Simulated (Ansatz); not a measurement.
Relaxation of a periodic cell of 25 atoms, Zr4Si4O17 (host ZrSiO4, host structure I4_1/amd, interstitial O), to a largest force component of 0.03 eV/Å in at most 60 steps.

Computed with DFT PBE, scalar-relativistic, plane waves, PAW in Ansatz 0.2.0. Settings: PAW set soft_1, cutoff 420 eV, k mesh 2x2x2, gaussian smearing 0.05 eV, spin collinear.

```xyz
25
Lattice="6.6070 0.0000 0.0000 0.0000 6.6070 0.0000 0.0000 0.0000 5.9820" Properties=species:S:1:pos:R:3
Zr 0.000 3.304 1.496
Zr 0.000 0.000 0.000
Si 3.304 0.000 1.496
Si 0.000 0.000 2.991
O 3.304 2.088 4.907
O 4.519 0.000 0.421
O 0.000 1.215 1.916
O 2.088 0.000 0.421
O 3.304 1.215 2.570
O 1.215 0.000 4.066
O 3.304 5.392 2.570
O 2.088 3.304 1.075
Zr 3.304 0.000 4.487
Zr 3.304 3.304 2.991
Si 0.000 3.304 4.487
Si 3.304 3.304 0.000
O 0.000 5.392 1.916
O 1.215 3.304 3.412
O 3.304 4.519 4.907
O 5.392 3.304 3.412
O 0.000 4.519 5.561
O 4.519 3.304 1.075
O 0.000 2.088 5.561
O 5.392 0.000 4.066
O 5.218 1.623 0.718
```

**Question.** Where does it end, and by what steps?

**Answer.** The forces met the threshold. Limits of this set-up: coarse k mesh, a small cell, in which the defect meets its images, a typed lattice constant that wasn't relaxed here. After 16 steps the energy has fallen by 5.103 eV; O25 moved furthest, 1.03 Å. Parted: Zr1–O25 (2.31 → 3.37 Å). Joined: Si3–O25 (2.63 → 1.71 Å), O6–O25 (1.79 → 1.53 Å), Zr13–O25 (3.35 → 2.84 Å).

```
step  energy less start (eV)  largest force component (eV/Å)  accepted
   0                  0.0000                           4.655       yes
   1                 -2.4302                           2.181       yes
   2                 -3.1540                           1.135       yes
   3                 -3.2634                           0.373       yes
   4                 -3.2631                           0.652        no
   5                 -3.3249                           0.141       yes
   6                 -3.3570                           0.196       yes
   7                 -3.5194                           1.817       yes
   8                 -4.1269                           2.985       yes
   9                 -4.7164                           2.314       yes
  10                 -4.9471                           1.582       yes
  11                 -5.0543                           0.583       yes
  12                 -4.9677                           0.723        no
  13                 -5.0942                           0.190       yes
  14                 -5.0327                           1.242        no
  15                 -5.1032                           0.033       yes
  16                 -5.1034                           0.009       yes
```

```xyz
25
Lattice="6.6070 0.0000 0.0000 0.0000 6.6070 0.0000 0.0000 0.0000 5.9820" Properties=species:S:1:pos:R:3
Zr 0.053 3.390 1.500
Zr 0.051 0.075 0.017
Si 3.289 0.085 1.529
Si 0.016 0.113 3.003
O 3.307 2.099 4.909
O 4.478 -0.651 0.217
O 0.226 1.341 1.963
O 2.131 0.069 0.395
O 3.101 1.273 2.636
O 1.202 -0.023 4.109
O 3.351 5.458 2.581
O 2.132 3.404 1.085
Zr 3.274 0.012 4.439
Zr 3.327 3.332 2.995
Si 0.051 3.380 4.489
Si 3.333 3.323 -0.006
O -0.021 5.502 1.916
O 1.250 3.447 3.393
O 3.286 4.512 4.856
O 5.418 3.356 3.426
O 0.070 4.587 5.578
O 4.564 3.307 1.073
O 0.112 2.153 5.557
O 5.380 0.194 4.049
O 4.693 0.740 0.809
```

Whether the end is a true minimum wasn't checked by a vibrational analysis.

The run took 120 s on 4 threads of Arm Neoverse V2 (shared host), peak memory 1.1 GiB.
